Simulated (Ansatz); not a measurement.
Sb:

```
CELL_PARAMETERS angstrom
2.15420 1.24373 3.75800
-2.15420 1.24373 3.75800
0.00000 -2.48746 3.75800
ATOMIC_POSITIONS crystal
Sb 0.76651 0.76651 0.76651
Sb 0.23349 0.23349 0.23349
```

```yaml
Program: Ansatz 0.2.0
Task: relaxation of cell and atoms
Functional: PBE
Potentials_or_basis: Ansatz PAW
Cutoff: "420 eV (not typed: the program's choice for these potentials)"
k_mesh: 8 × 8 × 8
Occupations: fermi-dirac, width 0.05 eV
Spin: no spin polarisation
```

At the start: volume 30.21 Å³/atom.

Question: Where does the relaxation end?

Answer: It ends after 6 steps and the volume is 31.93 Å³/atom (+5.7 %); space group R-3m (No. 166, to 0.05 Å).

Step by step:
| step | energy change (eV) | largest force (eV/Å) | volume (Å³) |
| --- | --- | --- | --- |
| 1 | 0.0000 | 0.1593 | 60.41 |
| 2 | -0.0101 | 0.2585 | 65.29 |
| 3 | -0.0236 | 0.0468 | 63.60 |
| 4 | -0.0242 | 0.0195 | 63.53 |
| 5 | -0.0245 | 0.0009 | 63.85 |
| 6 | -0.0251 | 0.0010 | 63.85 |

Final structure:
```yaml
crystal:
  lattice:
    - [2.18937, 1.26403, 3.84543]
    - [-2.18937, 1.26403, 3.84543]
    - [0.00000, -2.52806, 3.84543]
  atoms:
    - { symbol: Sb, position: [0.76766, 0.76766, 0.76766] }
    - { symbol: Sb, position: [0.23234, 0.23234, 0.23234] }
```

Caveat: the plane-wave basis is chosen anew once the cell has moved, so the energies of steps on either side of that aren't comparable.
